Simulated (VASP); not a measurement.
**Au: single point with r2SCAN**

Au:

```
Au
1.0
     2.81549    0.00000    0.00000
    -0.01296    2.82018    0.00000
    -1.13789   -1.18541    4.92401
Au
2
Direct
  0.32714 0.33404 0.72594
  0.67286 0.66596 0.27405
```

This isn't the form of Au at room conditions, which is fcc.

* Program: VASP 6.6.1
* Task: single point
* Functional: r2SCAN
* Potentials or basis: VASP PAW PBE potentials, release 64 (Au)
* Cutoff: 520 eV
* k mesh: 6 × 6 × 4
* Occupations: gaussian, width 0.1 eV
* Spin: no spin polarisation

```
Pressure               : -4.7 GPa
Largest force          : 0.032 eV/Å
Band gap on the k mesh : none (metal or under the smearing width)
```

Forces on the atoms (eV/Å):
```
Au  -0.024 -0.020 -0.001
Au   0.024  0.020  0.001
```

Stress tensor (GPa, compression positive):
```
-6.46  0.38  0.75
 0.38 -6.71  0.69
 0.75  0.69 -1.07
```

Levels at points of the mesh, in eV from the Fermi level:
```
           k point  band 7  band 8  band 9  band 10  band 11  band 12  band 13  band 14  band 15  band 16
(0.00, 0.00, 0.00)   -3.27   -2.74   -2.66    -2.46    -2.07     0.01     2.59    14.43    14.56    16.01
(0.50, 0.00, 0.00)   -3.76   -3.19   -2.74    -2.22     0.29     0.95     2.83     5.55     9.95    11.90
(0.00, 0.50, 0.00)   -3.73   -3.13   -2.71    -2.26     0.23     0.96     2.68     5.51     9.91    12.13
(0.50, 0.50, 0.00)   -2.64   -1.73   -1.19    -1.17     2.74     4.68     6.01     6.74     7.38     9.11
(0.00, 0.00, 0.50)   -3.88   -3.37   -2.41    -2.17    -2.03    -1.98     9.57    11.85    12.77    12.93
(0.50, 0.00, 0.50)   -3.00   -2.82   -2.43    -2.25    -0.12     1.27     1.57     4.91    10.14    14.85
(0.00, 0.50, 0.50)   -3.09   -2.82   -2.42    -2.31    -0.09     1.27     1.58     4.95    10.12    14.59
(0.50, 0.50, 0.50)   -2.76   -2.00   -1.20    -1.16     3.07     5.31     5.56     6.71     7.26     8.78
```

It took 2.7 min on 1 thread of Intel(R) Xeon(R) Platinum 8488C (Sapphire Rapids), on a shared host, peak memory 0.19 GiB.

Caveat: the k mesh is coarse (spacing up to 0.38 Å⁻¹), so the values aren't converged; the PAW data sets were made with another functional, which shifts forces and pressure a little. Spin-orbit coupling is left out, which matters for the levels of Au.
